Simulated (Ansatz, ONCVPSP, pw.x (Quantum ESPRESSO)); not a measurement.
What a changed setting does to a pw.x run (bcc Se)

Potential: optimised norm-conserving Vanderbilt (ONCV), ONCVPSP 4.0.1.1 (patched build), PBE; core [Ar] 3d10, reference 4s2 4p4; waves: 4s: rc 1.40 bohr, ncon 4, nbas 9, qcut 4.6 1/bohr, 2 projectors, debl 0.9 Ha; 4p: rc 1.65 bohr, ncon 3, nbas 8, qcut 5.9 1/bohr, 1 projector; d scattering state at 0.35 Ha: rc 1.35 bohr, ncon 4, nbas 8, qcut 9.4 1/bohr, 1 projector; local part: polynomial inside 0.95 bohr (lpopt 3, dvloc0 3 Ha); core correction: Teter function, fcfact 5.75, rcfact 1.05.

The reference run (k-mesh 13³, cutoffs 90/360 Ry, Fermi–Dirac 0.01 Ry, mixing_beta 0.4, conv_thr 1e-9, no spin) gives -0.15 GPa at 20.207 Å³/atom, where all-electron LAPW gives 0.57 GPa. This run, with its own iteration cap, changes smearing to gauss.

```
&control
  calculation='scf', prefix='x', pseudo_dir='./', outdir='./tmp', tstress=.true., disk_io='none'
/
&system
  ibrav=0, nat=1, ntyp=1, ecutwfc=90, ecutrho=360, nbnd=10,
  occupations='smearing', smearing='gauss', degauss=0.01
/
&electrons
  conv_thr=1e-09, mixing_beta=0.4, electron_maxstep=70
/
ATOMIC_SPECIES
Se 1.0 Se.UPF
CELL_PARAMETERS angstrom
  -1.71585513 1.71585513 1.71585513
  1.71585513 -1.71585513 1.71585513
  1.71585513 1.71585513 -1.71585513
ATOMIC_POSITIONS crystal
Se 0.0000 0.0000 0.0000
K_POINTS automatic
13 13 13 0 0 0
```

```bash
pw.x < Se.scf.in > Se.scf.out
```

Task: How does the run end?

Result: It converges in 6 iterations; the free energy moves by +17.0 meV/atom and the pressure by -0.17 GPa. Gaussian smearing of the same width is narrower in effect than Fermi–Dirac, so its quadratic term in F is smaller.

```
Message from routine setup:
     using ibrav=0 with symmetry is DISCOURAGED, use correct ibrav instead
     lattice parameter (alat)  =       5.6162  a.u.
     unit-cell volume          =     136.3636 (a.u.)^3
     number of electrons       =         6.00
     number of Kohn-Sham states=           10
     kinetic-energy cutoff     =      90.0000  Ry
     charge density cutoff     =     360.0000  Ry
     scf convergence threshold =      1.0E-09
     Exchange-correlation= PBE
     number of k points=    84  Gaussian smearing, width (Ry)=  0.0100
     iteration #  1     ecut=    90.00 Ry     beta= 0.40
     c_bands:  1 eigenvalues not converged
     c_bands:  1 eigenvalues not converged
     c_bands:  1 eigenvalues not converged
     [... 4 repeated lines left out ...]
     total energy              =     -20.42390166 Ry
     estimated scf accuracy    <       0.00136497 Ry
     iteration #  2     ecut=    90.00 Ry     beta= 0.40
     total energy              =     -20.42395973 Ry
     estimated scf accuracy    <       0.00038126 Ry
     iteration #  3     ecut=    90.00 Ry     beta= 0.40
     [... 1 repeated lines left out ...]
     total energy              =     -20.42400057 Ry
     estimated scf accuracy    <       0.00000967 Ry
     iteration #  4     ecut=    90.00 Ry     beta= 0.40
     total energy              =     -20.42400737 Ry
     estimated scf accuracy    <       0.00000010 Ry
     iteration #  5     ecut=    90.00 Ry     beta= 0.40
     total energy              =     -20.42400778 Ry
     estimated scf accuracy    <          4.0E-09 Ry
     iteration #  6     ecut=    90.00 Ry     beta= 0.40
     the Fermi energy is     8.4949 ev
!    total energy              =     -20.42400778 Ry
     estimated scf accuracy    <          4.0E-10 Ry
     smearing contrib. (-TS)   =      -0.00052243 Ry
     The total energy is F=E-TS. E is the sum of the following terms:
     one-electron contribution =       4.86080612 Ry
     hartree contribution      =       0.77596147 Ry
     xc contribution           =      -5.85785432 Ry
     ewald contribution        =     -20.20239863 Ry
     convergence has been achieved in   6 iterations
          total   stress  (Ry/bohr**3)                   (kbar)     P=       -3.26
     Message from routine punch:
     Nothing written, as per user request (disk_io='none')
```

The run took about 46 s on one core of a shared host (Neoverse-N1, 64 threads, 124 GiB, load 53).
